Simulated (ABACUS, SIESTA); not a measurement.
This is a calculation of Sn for SIESTA 5.4.2. Atoms were shifted at random by some hundredths of an Å from the given cell, which wasn't relaxed again for these runs. 

File Sn.fdf:

```
SystemName                      Sn
SystemLabel                     Sn
NumberOfSpecies                 1
NumberOfAtoms                   2
%block ChemicalSpeciesLabel
  1  50 Sn
%endblock ChemicalSpeciesLabel

LatticeConstant                 1.0 Ang
%block LatticeVectors
    -2.9401404553     2.9401404553     1.5993019889
     2.9401404553    -2.9401404553     1.5993019889
     2.9401404553     2.9401404553    -1.5993019889
%endblock LatticeVectors
AtomicCoordinatesFormat         Fractional
%block AtomicCoordinatesAndAtomicSpecies
     0.0070650000    -0.0047300000    -0.0123030000  1  Sn
     0.7491880000     0.2445090000     0.4991050000  1  Sn
%endblock AtomicCoordinatesAndAtomicSpecies

%block kgrid.MonkhorstPack
    9   0   0  0.0
    0   9   0  0.0
    0   0   9  0.0
%endblock kgrid.MonkhorstPack
XC.Functional                   GGA
XC.Authors                      PBEsol
PAO.BasisSize                   DZP
PAO.EnergyShift                 0.003 Ry
Mesh.Cutoff                     500 Ry
OccupationFunction              FD
ElectronicTemperature           0.05 eV
MaxSCFIterations                120
SCF.MustConverge                false
SCF.Mixer.Method                Pulay
SCF.Mixer.Weight                0.25
SCF.Mixer.History               8
SCF.DM.Tolerance                5.0e-05
SCF.H.Tolerance                 1.0e-03 eV
WriteForces                     true
Charge.Mulliken                 end
%block PAO.Basis
  Sn 4
  n=5 0 2
    6.406 0.000
  n=5 1 2
    8.599 0.000
  n=4 2 2
    3.767 0.000
  n=5 2 1
    8.599
%endblock PAO.Basis
```

Potentials or basis: PseudoDojo 0.4 standard (PBEsol files), converted to PSML, two zetas on semicore shells, DZP (energy shift 0.003 Ry; two zetas on semicore shells).

The run is started by

```sh
$ siesta Sn.fdf > Sn.out 2>&1
```

**Question.** Set up the same calculation for ABACUS 3.10.1. Potentials or basis there: PseudoDojo NC SR 0.4.1 PBEsol standard, plane waves, cutoff 993 eV.

**Answer.** As run (cutoffs and basis follow the program's own potentials, and thresholds, step limits or extra output files can differ):

Contents of INPUT:

```
INPUT_PARAMETERS
suffix              Sn
calculation         scf
basis_type          pw
pseudo_dir          ./
symmetry            1
dft_functional      pbesol
ecutwfc             73
pseudo_rcut         7
nspin               1
nbands              18
ks_solver           dav
smearing_method     fd
smearing_sigma      0.00367493
scf_thr             1e-08
scf_nmax            100
mixing_type         broyden
mixing_beta         0.7
cal_force           1
cal_stress          1
kpar                4
```

The input STRU:

```
ATOMIC_SPECIES
Sn 118.7100 Sn.upf

LATTICE_CONSTANT
1.8897261246

LATTICE_VECTORS
-2.9401404553 2.9401404553 1.5993019889
2.9401404553 -2.9401404553 1.5993019889
2.9401404553 2.9401404553 -1.5993019889

ATOMIC_POSITIONS
Direct

Sn
0.0
2
0.0070650000 -0.0047300000 -0.0123030000 1 1 1
0.7491880000 0.2445090000 0.4991050000 1 1 1
```

Contents of KPT:

```
K_POINTS
0
Gamma
9 9 9 0 0 0
```

Potentials or basis: PseudoDojo NC SR 0.4.1 PBEsol standard, plane waves.

Command:

```bash
$ OMP_NUM_THREADS=1 mpirun -np 4 abacus > log
```

Both were run:

|  | SIESTA | ABACUS |
| --- | --- | --- |
| Pressure | -0.5 GPa | -1.3 GPa |
| Largest force | 0.195 eV/Å | 0.178 eV/Å |
| Energy over the undisturbed cell | 2.8 meV/atom | 2.6 meV/atom |

Pressure is positive in compression.
